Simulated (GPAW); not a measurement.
Runs of GPAW 26.7.0 on MgO2. It takes space group Pa-3 (No. 205, cubic). Conventional cell: a = 4.829 Å, b = 4.829 Å, c = 4.829 Å, α = 90.00°, β = 90.00°, γ = 90.00°. Mg (site symmetry -3) has 6 O at 2.07 Å as nearest neighbours. O (site symmetry 3) has 1 O at 1.50 Å as nearest neighbours. The cell is a database's computed one.

| task | level | potentials or basis | cell | k mesh | optimizer | fmax | max steps | target pressure | convergence | gap on the mesh (eV) | pressure (GPa) | largest force (eV/Å) |
| --- | --- | --- | --- | --- | --- | --- | --- | --- | --- | --- | --- | --- |
| relaxation of cell and atoms | PBEsol | PAW data sets generated in the run's folder for this functional, pw | relaxed to 10 GPa | 4 × 4 × 4 | BFGS | 0.02 eV/Å | 60 | 10 GPa | density=1e-05 forces=0.0001 | (b) | 10.1 | 0.01 |
| relaxation of cell and atoms | PBEsol | PAW data sets generated in the run's folder for this functional, pw | relaxed | 4 × 4 × 4 | BFGS | 0.02 eV/Å | 60 | - | density=1e-05 forces=0.0001 | 3.97 | 0.0 | - |
| relaxation of cell and atoms | PBEsol | PAW data sets generated in the run's folder for this functional, pw | relaxed to 5 GPa | 4 × 4 × 4 | BFGS | 0.02 eV/Å | 60 | 5 GPa | density=1e-05 forces=0.0001 | 4.09 | 5.1 | 0.01 |
| relaxation of cell and atoms | PBEsol | PAW data sets generated in the run's folder for this functional, pw | relaxed to 2 GPa | 4 × 4 × 4 | BFGS | 0.02 eV/Å | 60 | 2 GPa | density=1e-05 forces=0.0001 | (a) | 1.7 | 0.02 |
| single point | PBEsol | PAW data sets generated in the run's folder for this functional, pw | as given | 6 × 6 × 6 | - | - | - | - | - | 3.89 | 0.9 | 0.37 |
| relaxation of cell and atoms | PBEsol | PAW data sets generated in the run's folder for this functional, pw | relaxed to 20 GPa | 4 × 4 × 4 | BFGS | 0.02 eV/Å | 60 | 20 GPa | density=1e-05 forces=0.0001 | 4.37 | 20.1 | 0.01 |

Alike in all rows: no spin polarisation; cutoff (eV) 800; smearing fermi-dirac 0.05 eV.

Task: Fill in the values left out.

Result: (a) 4.00; (b) 4.19.

Caveats: later steps reuse the first step's grids (some runs).

A k mesh can miss the band edges.
